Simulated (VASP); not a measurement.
# GaN (F-43m) in VASP: single point with PBE

Aim: the single point of GaN with PBE.

Everything below comes from runs of VASP 6.6.1. Logs are shortened: lines on timing, memory, paths and dates and some standing lists are left out, and cuts for length are marked.

### 1 Starting point

It takes space group F-43m (No. 216, cubic). The conventional cell has a = 4.500 Å, b = 4.500 Å, c = 4.500 Å, α = 90.00°, β = 90.00°, γ = 90.00°. Ga (site symmetry -43m) has 4 N at 1.95 Å as nearest neighbours. N (site symmetry -43m) is surrounded by 4 Ga at 1.95 Å.

The cell was built by a generator and needn't be a form met in nature.

### 2 Single point, PBE, non-collinear spin, zero start, spin-orbit coupling

INCAR

```
PREC     = Accurate       # precision mode
ENCUT    = 520            # plane-wave cutoff, eV
EDIFF    = 1E-7           # SCF threshold, eV
ISMEAR   = -1             # smearing method
SIGMA    = 0.05           # smearing width, eV
LREAL    = False          # projectors in reciprocal space
LASPH    = True           # aspherical terms in the spheres
NELM     = 60             # most SCF steps
ALGO     = Fast           # electronic algorithm
ISIF     = 2              # what is computed and relaxed
LWAVE    = False          # write WAVECAR
LCHARG   = True           # write CHGCAR
MAGMOM   = 0 0 0 0 0 0    # initial moments
LORBIT   = 11             # projections on sites
LSORBIT  = True           # spin-orbit coupling
GGA_COMPAT= False        
GGA      = PE             # functional
LVHAR    = True
```

KPOINTS

```
Automatic mesh
0
Gamma
  8 8 8
```

POSCAR

```
GaN
1.0
    0.0000000000      2.2500000000      2.2500000000
    2.2500000000      0.0000000000      2.2500000000
    2.2500000000      2.2500000000      0.0000000000
Ga N
1 1
Direct
    0.0000000000      0.0000000000      0.0000000000
    0.2500000000      0.2500000000      0.2500000000
```

Potentials or basis: VASP PAW PBE potentials, release 64 (Ga_d, N).

The run is started by

```bash
> cat potpaw_PBE.64/Ga_d/POTCAR potpaw_PBE.64/N/POTCAR > POTCAR
> mpirun -np 1 vasp_ncl > vasp.out
```

OUTCAR:

```text
PREC = Accurate
   ENCUT = 520
   EDIFF = 1E-7
   ISMEAR = -1
   LREAL = False
   LASPH = True
   NELM = 60
   ISIF = 2
   LORBIT = 11
   LSORBIT = True
   GGA = PE

 ion  position               nearest neighbor table
   1  0.000  0.000  0.000-   2 1.95   2 1.95   2 1.95   2 1.95
   2  0.250  0.250  0.250-   1 1.95   1 1.95   1 1.95   1 1.95

  LATTYP: Found a face centered cubic cell.
 ALAT       =     4.5000000000

  Lattice vectors:

 A1 = (   0.0000000000,   2.2500000000,   2.2500000000)
 A2 = (   2.2500000000,   0.0000000000,   2.2500000000)
 A3 = (   2.2500000000,   2.2500000000,   0.0000000000)

Analysis of symmetry for initial positions (statically):
=====================================================================
 Subroutine PRICEL returns:
 Original cell was already a primitive cell.

 Routine SETGRP: Setting up the symmetry group for a
 face centered cubic supercell.

 Subroutine GETGRP returns: Found 24 space group operations
 (whereof 24 operations were pure point group operations)
 out of a pool of 48 trial point group operations.

The static configuration has the point symmetry T_d .

Analysis of symmetry for dynamics (positions and initial velocities):
=====================================================================
 Subroutine PRICEL returns:
 Original cell was already a primitive cell.

 Routine SETGRP: Setting up the symmetry group for a
 face centered cubic supercell.

 Subroutine GETGRP returns: Found 24 space group operations
 (whereof 24 operations were pure point group operations)
 out of a pool of 48 trial point group operations.

The dynamic configuration has the point symmetry T_d .

Analysis of structural, dynamic, and magnetic symmetry:
=====================================================================
 Subroutine PRICEL returns:
 Original cell was already a primitive cell.

 Routine SETGRP: Setting up the symmetry group for a
 face centered cubic supercell.

 Subroutine GETGRP returns: Found 24 space group operations
 (whereof 24 operations were pure point group operations)
 out of a pool of 48 trial point group operations.

The overall configuration has the point symmetry T_d .

 Subroutine INISYM returns: Found 24 space group operations
 (whereof 24 operations are pure point group operations),
 and found     1 'primitive' translations

----------------------------------------------------------------------------------------

                                     Primitive cell

  volume of cell :      22.7812

  direct lattice vectors                    reciprocal lattice vectors
     0.000000000  2.250000000  2.250000000    -0.222222222  0.222222222  0.222222222
     2.250000000  0.000000000  2.250000000     0.222222222 -0.222222222  0.222222222
     2.250000000  2.250000000  0.000000000     0.222222222  0.222222222 -0.222222222

  length of vectors
     3.181980515  3.181980515  3.181980515     0.384900179  0.384900179  0.384900179

  position of ions in fractional coordinates (direct lattice)
     0.000000000  0.000000000  0.000000000
     0.250000000  0.250000000  0.250000000

  ion indices of the primitive-cell ions
   primitive index   ion index
                 1           1
                 2           2

----------------------------------------------------------------------------------------

 KPOINTS: Automatic mesh

Automatic generation of k-mesh.
 Grid dimensions read from file:
 generate k-points for:    8    8    8

 Generating k-lattice:

  Cartesian coordinates                     Fractional coordinates (reciprocal lattice)
    -0.027777778  0.027777778  0.027777778     0.125000000  0.000000000  0.000000000
     0.027777778 -0.027777778  0.027777778     0.000000000  0.125000000  0.000000000
[... 75 lines left out ...]
   IALGO  =     68    algorithm
   IMIX   =      4    mixing-type and parameters
     AMIX     =   0.40;   BMIX     =  1.00
     AMIX_MAG =   1.60;   BMIX_MAG =  1.00
  volume/ion in A,a.u.               =      11.39        76.87
  Fermi-wavevector in a.u.,A,eV,Ry     =   1.513468  2.860039 31.165293  2.290584
  Thomas-Fermi vector in A             =   2.623255
   LORBIT       =     11    0 simple, 1 ext, 2 COOP (PROOUT), +10 PAW based schemes
   GGA     = PE    functional components
   LHFCALC =     F    Hartree Fock is set to
   AEXX    =    0.0000 exact exchange contribution
   IVDW    =     0    specifies the selected vdW correction
   LEPSILON=     F    determine dielectric tensor
   LRPA    =     F    only Hartree local field effects (RPA)
 RMM-DIIS sequential band-by-band and
  energy-cutoff  :      520.00
  volume of cell :       22.78
 maximum number of plane-waves:      1272
   NGX = 11   NGY = 11   NGZ = 11

 number of electron      18.0000008 magnetization       0.0000000      0.0000000      0.0000000

 number of electron      18.0000008 magnetization      -0.0000000     -0.0000000     -0.0000000

 number of electron      18.0000008 magnetization       0.0000000      0.0000000     -0.0000000

 Free energy of the ion-electron system (eV)
  ---------------------------------------------------
  ext. energy  EPLUGINS =         0.00000000
  ---------------------------------------------------
  free energy    TOTEN  =       -12.14444298 eV

  energy without entropy =      -12.14444298  energy(sigma->0) =      -12.14444298

 E-fermi :   6.2524     XC(G=0): -11.6916

 val. band max:        5.3356992081   @ k =   0.0000   0.0000   0.0000
 cond. band min:       7.0867597458   @ k =   0.0000   0.0000   0.0000
 fundamental gap:      1.7510605377
 Fermi energy:         6.2524074662

 k-point     1 :       0.0000    0.0000    0.0000
  band No.  band energies     occupation
      1     -10.6414      1.00000
      2     -10.6414      1.00000
      3      -8.2953      1.00000
      4      -8.2953      1.00000
      5      -8.2953      1.00000
      6      -8.2953      1.00000
[... 685 lines left out ...]
     25      17.5585      0.00000
     26      17.5643      0.00000

 [... further k-points ...]

------------------------ aborting loop because EDIFF is reached ----------------------------------------

  FORCE on cell =-STRESS in cart. coord.  units (eV):
  Direction    XX          YY          ZZ          XY          YZ          ZX
  --------------------------------------------------------------------------------------
  -------------------------------------------------------------------------------------
  Total        0.8481355      0.8481355      0.8481355     -0.0000000     -0.0000000     -0.0000000
  in kB       59.6483245     59.6483245     59.6483245     -0.0000000     -0.0000000     -0.0000000
  external PRESSURE =      59.6483245 kB  Pullay stress =       0.0000000 kB

 VOLUME and BASIS-vectors are now :
 -----------------------------------------------------------------------------
  energy-cutoff  :      520.00
  volume of cell :       22.78
      direct lattice vectors                 reciprocal lattice vectors
     0.000000000  2.250000000  2.250000000    -0.222222222  0.222222222  0.222222222
     2.250000000  0.000000000  2.250000000     0.222222222 -0.222222222  0.222222222
     2.250000000  2.250000000  0.000000000     0.222222222  0.222222222 -0.222222222

 POSITION                                       TOTAL-FORCE (eV/Angst)
 -----------------------------------------------------------------------------------
      0.00000      0.00000      0.00000        -0.000000     -0.000000     -0.000000
      1.12500      1.12500      1.12500         0.000000      0.000000      0.000000
 -----------------------------------------------------------------------------------
    total drift:                                0.000002      0.000002      0.000002

  FREE ENERGIE OF THE ION-ELECTRON SYSTEM (eV)
  ---------------------------------------------------
  free  energy   TOTEN  =       -12.1444429795 eV

  energy  without entropy=      -12.1444429791  energy(sigma->0) =      -12.14444298

 Spin-Orbit-Coupling matrix elements

 Ion:    1  E_soc:     -0.0108038
 l=   1
     0.0000000    -0.0009787    -0.0009787
    -0.0009787     0.0000000    -0.0009787
    -0.0009787    -0.0009787     0.0000000
 l=   2
     0.0000000    -0.0001714     0.0000000    -0.0001714    -0.0006504
    -0.0001714     0.0000000    -0.0004878    -0.0001714    -0.0001626
     0.0000000    -0.0004878     0.0000000    -0.0004878     0.0000000
    -0.0001714    -0.0001714    -0.0004878     0.0000000    -0.0001626
    -0.0006504    -0.0001626     0.0000000    -0.0001626     0.0000000
 l=   3
     0.0000000     0.0000000     0.0000000     0.0000000     0.0000000     0.0000000     0.0000000
     0.0000000     0.0000000     0.0000000     0.0000000     0.0000000     0.0000000     0.0000000
     0.0000000     0.0000000     0.0000000     0.0000000     0.0000000     0.0000000     0.0000000
     0.0000000     0.0000000     0.0000000     0.0000000     0.0000000     0.0000000     0.0000000
     0.0000000     0.0000000     0.0000000     0.0000000     0.0000000     0.0000000     0.0000000
     0.0000000     0.0000000     0.0000000     0.0000000     0.0000000     0.0000000     0.0000000
     0.0000000     0.0000000     0.0000000     0.0000000     0.0000000     0.0000000     0.0000000

 Ion:    2  E_soc:     -0.0000959
 l=   1
     0.0000000    -0.0000160    -0.0000160
    -0.0000160     0.0000000    -0.0000160
    -0.0000160    -0.0000160     0.0000000
 l=   2
     0.0000000     0.0000000     0.0000000     0.0000000     0.0000000
     0.0000000     0.0000000     0.0000000     0.0000000     0.0000000
     0.0000000     0.0000000     0.0000000     0.0000000     0.0000000
     0.0000000     0.0000000     0.0000000     0.0000000     0.0000000
     0.0000000     0.0000000     0.0000000     0.0000000     0.0000000
 l=   3
     0.0000000     0.0000000     0.0000000     0.0000000     0.0000000     0.0000000     0.0000000
     0.0000000     0.0000000     0.0000000     0.0000000     0.0000000     0.0000000     0.0000000
     0.0000000     0.0000000     0.0000000     0.0000000     0.0000000     0.0000000     0.0000000
     0.0000000     0.0000000     0.0000000     0.0000000     0.0000000     0.0000000     0.0000000
     0.0000000     0.0000000     0.0000000     0.0000000     0.0000000     0.0000000     0.0000000
     0.0000000     0.0000000     0.0000000     0.0000000     0.0000000     0.0000000     0.0000000
     0.0000000     0.0000000     0.0000000     0.0000000     0.0000000     0.0000000     0.0000000

 total charge

# of ion       s       p       d       tot
------------------------------------------
    1        0.790   0.904  10.181  11.875
    2        1.224   2.522   0.000   3.747
--------------------------------------------------
tot          2.015   3.426  10.181  15.622

 magnetization (x)

# of ion       s       p       d       tot
------------------------------------------
    1       -0.000   0.000   0.000   0.000
    2        0.000  -0.000   0.000  -0.000
--------------------------------------------------
tot         -0.000  -0.000   0.000  -0.000

 magnetization (y)

# of ion       s       p       d       tot
------------------------------------------
    1       -0.000   0.000  -0.000  -0.000
    2        0.000  -0.000   0.000  -0.000
--------------------------------------------------
tot         -0.000  -0.000  -0.000  -0.000

 magnetization (z)

# of ion       s       p       d       tot
------------------------------------------
    1       -0.000   0.000   0.000   0.000
    2       -0.000   0.000   0.000   0.000
--------------------------------------------------
tot         -0.000   0.000   0.000   0.000
```

It took 50 s on 1 thread of Intel Xeon Platinum 8488C (Sapphire Rapids), shared host; peak memory 0.21 GiB.

Results:

```yaml
Free_energy: -12.1444 eV
Pressure: 6.0 GPa
Net_moment: 0.00 μB per cell
Valence_electrons_inside_the_program's_atomic_spheres: Ga 11.88; N 3.75
```

Moments on the atoms (μB; x, y, z):
```
Ga  0.00 0.00 0.00
N   0.00 0.00 0.00
```
